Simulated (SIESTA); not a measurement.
A run of SIESTA 5.4.2 is set up as follows.

run.py

```python
from ase import Atoms
from ase.calculators.siesta import Siesta
from ase.units import Ry, GPa

atoms = Atoms(
    ['Se', 'Mg'],
    cell=[
        [0.0, 2.7255, 2.7255],
        [2.7255, 0.0, 2.7255],
        [2.7255, 2.7255, 0.0],
    ],
    scaled_positions=[
        [0.486907, 0.504546, 0.497568],
        [0.003217, -0.009171, -0.008489],
    ],
    pbc=True,
)

fdf = {
    'SCFMustConverge': False,
    'XC.Mix': ['2', 'GGA LIBXC-00-GGA_X_PBE 1.0 0.0', 'GGA LIBXC-00-GGA_C_PBE 0.0 1.0'],
    'DM.InitSpin': ['  1   0.500    90.00     0.00', '  2   0.000     0.00     0.00'],
    'WriteOrbMom': 'true',
    'OccupationFunction': 'FD',
    'ElectronicTemperature': '0.05 eV',
    'MaxSCFIterations': '200',
    'SCF.Mixer.Method': 'Pulay',
    'SCF.Mixer.Weight': '0.1',
    'SCF.Mixer.History': '10',
    'SCF.DM.Tolerance': '5.0e-05',
    'SCF.H.Tolerance': '1.0e-03 eV',
    'WriteForces': 'true',
    'Charge.Mulliken': 'end',
    'BandLinesScale': 'ReciprocalLatticeVectors',
    'BandLines': ['  1    0.000000   0.000000   0.000000  \\Gamma', ' 12    0.500000   0.000000   0.500000  X', '  6    0.500000   0.250000   0.750000  W', '  4    0.375000   0.375000   0.750000  K', ' 13    0.000000   0.000000   0.000000  \\Gamma', ' 11    0.500000   0.500000   0.500000  L', '  8    0.625000   0.250000   0.625000  U', '  4    0.500000   0.250000   0.750000  W', '  9    0.500000   0.500000   0.500000  L', '  8    0.375000   0.375000   0.750000  K', '  1    0.625000   0.250000   0.625000  U', '  4    0.500000   0.000000   0.500000  X'],
}
calc = Siesta(
    label="MgSe",
    command="siesta < PREFIX.fdf > PREFIX.out",
    pseudo_path="pseudos",
    pseudo_qualifier="",
    xc=('GGA', 'PBE'),
    basis_set="SZP",
    mesh_cutoff=800 * Ry,
    energy_shift=0.01 * Ry,
    kpts=[6, 6, 6],
    spin="spin-orbit",
    fdf_arguments=fdf,
)
atoms.calc = calc

print(f"energy = {atoms.get_potential_energy():.6f} eV")
free = atoms.get_potential_energy(force_consistent=True)
print(f"free energy = {free:.6f} eV")
print("forces (eV/A):")
print(atoms.get_forces(apply_constraint=False).round(6))
print("stress (GPa, Voigt order, tension positive):", (atoms.get_stress() / GPa).round(4))
```

Potentials or basis: PseudoDojo 0.4 standard (PBE files, fully relativistic), SZP (energy shift 0.01 Ry).

The run is started by

```console
$ python run.py
```

**Question.** Predict the pressure.

**Answer.** 3.6 GPa.

**Question.** What does it give for the largest force?

**Answer.** 0.233 eV/Å.

**Question.** Estimate the net moment.

**Answer.** 0.00 μB per cell.

**Question.** Estimate the band gap along the path.

**Answer.** 1.90 eV, indirect (least direct gap 2.85 eV).

Stress tensor (GPa, compression positive):
```
3.81 0.04 0.02
0.04 3.60 0.01
0.02 0.01 3.46
```

Caveat: the basis of atomic orbitals isn't converged, which shifts pressures, moduli and gaps.
